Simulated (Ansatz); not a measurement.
# Structure relaxation of BaTiO3

The calculation used Ansatz 0.2.0, DFT PBE, scalar-relativistic, plane waves, PAW. Cutoff 420 eV, Γ-centred k mesh, Gaussian smearing, no spin polarisation in the final step.

BaTiO3 was placed on the cubic perovskite structure type (Pm-3m, No. 221), with Ba in place of Sr, at a guessed volume.

```xyz
5
Lattice="3.9981 0.0000 0.0000 0.0000 3.9981 0.0000 0.0000 0.0000 3.9981" Properties=species:S:1:pos:R:3 pbc="T T T"
Ba    0.0000    0.0000    0.0000
Ti    1.9990    1.9990    1.9990
O     0.0000    1.9990    1.9990
O     1.9990    0.0000    1.9990
O     1.9990    1.9990    0.0000
```

Cell and atoms relax at zero pressure; the relaxation can't lower the symmetry of the start.

Energies over the elements count from the elements' standard structures at the same level (O₂ as a molecule), with no empirical corrections.

Problem. Describe the relaxed structure.

Solution. It keeps Pm-3m (No. 221). The result has the cubic perovskite structure. Conventional cell: a = 4.019 Å. Ba is coordinated by 12 O at 2.84 Å; Ti has 6 O at 2.01 Å; O has 2 Ti at 2.01 Å.

```
Ba Ti O
1.0
     4.01923    0.00000    0.00000
     0.00000    4.01923    0.00000
     0.00000    0.00000    4.01923
Ba Ti O
1 1 3
Direct
  0.00000 0.00000 0.00000
  0.50000 0.50000 0.50000
  0.00000 0.50000 0.50000
  0.50000 0.00000 0.50000
  0.50000 0.50000 0.00000
```

Problem. What are its volume, energy, density and gap?

Solution. The volume per atom is 12.99 Å³. The density is 5.96 g/cm³, the energy over the elements is -3.091 eV/atom and the gap on the 8×8×8 mesh is 1.78 eV.

The final run used a 8×8×8 mesh on its 5-atom cell and 0.02 eV smearing. Symmetry constrained the relaxation, so the result can be a saddle point.

Symmetry holds off the tilts and polar distortions that many cubic perovskites undergo.

Cost: 2 runs of about 0.49 core-minutes in all, on Intel Xeon Platinum 8259CL (Skylake/Cascade Lake) (shared hosts).